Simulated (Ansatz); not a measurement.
# NbN: the cost of one run

Computed with Ansatz 0.2.0 (DFT PBE, scalar-relativistic, plane waves, PAW, unless a step's input says otherwise).

### Step 1. The starting structure

The structure is cubic, space group Fm-3m (No. 225). Conventional cell: a = 4.389 Å, b = 4.389 Å, c = 4.389 Å, α = 90.00°, β = 90.00°, γ = 90.00°. Nb (site symmetry m-3m) is surrounded by 6 N at 2.19 Å. N (site symmetry m-3m) is surrounded by 6 Nb at 2.19 Å.

Coordinates:

```cif
data_structure
_symmetry_space_group_name_H-M 'P 1'
_symmetry_Int_Tables_number 1
_cell_length_a 3.1035
_cell_length_b 3.1035
_cell_length_c 3.1035
_cell_angle_alpha 60.000
_cell_angle_beta 60.000
_cell_angle_gamma 60.000
_cell_volume 21.14
loop_
_atom_site_label
_atom_site_type_symbol
_atom_site_fract_x
_atom_site_fract_y
_atom_site_fract_z
_atom_site_occupancy
Nb1 Nb 0.50000 0.50000 0.50000 1
N1 N 0.00000 0.00000 0.00000 1
```

The structure rests on an entry of the Crystallography Open Database; cell or positions may have been set otherwise for this series.

### Step 2. Relaxing cell and atoms: NbN, no spin, 15 GPa

The input, input.yaml:

```yaml
crystal:
  lattice:
    - [0.0, 2.1945, 2.1945]
    - [2.1945, 0.0, 2.1945]
    - [2.1945, 2.1945, 0.0]
  atoms:
    - { symbol: Nb, position: [0.5, 0.5, 0.5] }
    - { symbol: "N", position: [0.0, 0.0, 0.0] }
scf:
  occupations: { method: methfessel_paxton, width: 0.1 }
output:
  forces: true
  stress: true
  eigenvalues: true
  write_density: true
  write_potential: true
  elf: true
  volumetric_format: npy
kpoints:
  mp_grid: { grid: [18, 18, 18] }
hamiltonian:
  xc: pbe
relax:
  f_tol: 0.002
  adjacent_minimum: "off"
  cell: { stress_tol: 0.05, p_target: 15 }
```

Run with:

```console
$ ansatz run input.yaml --threads 4 --pin off --max-ram 12288MiB --backend cpu --events-out ev --progress --plain --runs-dir out
```

**Question.** How long does this run take on 4 threads of Intel Xeon Platinum 8259CL at 2.50GHz (Skylake/Cascade Lake), shared host, and how much memory does it need?

About 16 s, with a peak of 0.5 GiB.
